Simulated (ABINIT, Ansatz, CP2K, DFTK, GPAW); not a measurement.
## One calculation of B, 6 ways

```
B
1.0
     2.34611    0.00000    0.00000
     0.00000    2.34611    0.00000
     0.00000    0.00000    1.58579
B
1
Direct
  0.50000 0.50000 0.50000
```

This isn't the form of B at room conditions, which is rhombohedral.

Alike in all runs: task single point; functional PBE; k mesh 11 × 11 × 16; occupations fermi-dirac, width 0.05 eV; no spin polarisation; no spin-orbit coupling. Pressure is positive in compression and, in plane waves, holds the error of the finite cutoff, which Ansatz's Pulay term estimates and takes out.

```tsv
program and potentials	plane-wave cutoff (eV)	notes	pressure (GPa)
GPAW, GPAW PAW data sets (gpaw-data 1.2.1)	800	-	-0.65
Ansatz, all-electron LAPW, scalar-relativistic	-	-	-0.39
CP2K, POTENTIAL_UZH B GTH-PBE-q3; TZVP-MOLOPT-PBE-GTH basis	-	atomic basis	-1.38
ABINIT, JTH PAW PBE v2.0	408	-	-0.18
DFTK, PseudoDojo SR PBE 0.4.1 standard (PBE)	1034	-	-0.50
Ansatz, Ansatz PAW (earlier soft set)	420	Pulay term of +0.17 GPa included	-0.37
```

The pressure spans -1.38 (CP2K, POTENTIAL_UZH B GTH-PBE-q3; TZVP-MOLOPT-PBE-GTH basis) to -0.18 GPa (ABINIT, JTH PAW PBE v2.0), with all-electron results at -0.39. Rows in atomic bases carry the error of their basis and grid, which can be large.

Differences between rows come from potentials, basis sets and numerical settings, since the functional is the same but for its coding. Runs on potential files found faulty are left out.
